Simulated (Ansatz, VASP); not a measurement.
**One calculation of C, two programs**

```
CELL_PARAMETERS angstrom
4.91929 0.00000 0.00000
-2.45965 4.26023 0.00000
0.00000 0.00000 3.43705
ATOMIC_POSITIONS crystal
C 0.28934 0.00000 0.00000
C 0.00000 0.28934 0.66667
C 0.71066 0.71066 0.33333
C 0.71066 0.00000 0.50000
C 0.00000 0.71066 0.16667
C 0.28934 0.28934 0.83333
C 0.40881 0.81762 0.75000
C 0.18238 0.59119 0.41667
C 0.40881 0.59119 0.08333
C 0.59119 0.18238 0.25000
C 0.81762 0.40881 0.91667
C 0.59119 0.40881 0.58333
```

Alike in both runs: functional PBE; k mesh 6 × 6 × 8; occupations gaussian, width 0.02 eV; no spin polarisation.

Ansatz relaxed the structure, and its values are those at the end. VASP's run is a single point on that final structure, the one shown.

```csv
,VASP,Ansatz
version,VASP 6.6.1,Ansatz 0.2.0
potentials or method,"VASP PAW PBE potentials, release 64 (C)","scalar-relativistic, plane waves, PAW"
plane-wave cutoff (eV),520,420
valence electrons in the cell,48,48
```

|  | VASP | Ansatz | Ansatz less VASP |
| --- | --- | --- | --- |
| gap on the k mesh at the Fermi level (eV) | 4.27 | 4.28 | +0.010 |
| least direct gap on the mesh (eV) | 4.75 | 4.76 | +0.009 |
| pressure (GPa) | 0.6 | 0.0 | -0.59 |
| rms of the force components (eV/Å) | 0.005 | 0.002 | -0.0027 |

The functional is the same, so the differences come from potentials, cutoffs and numerics.
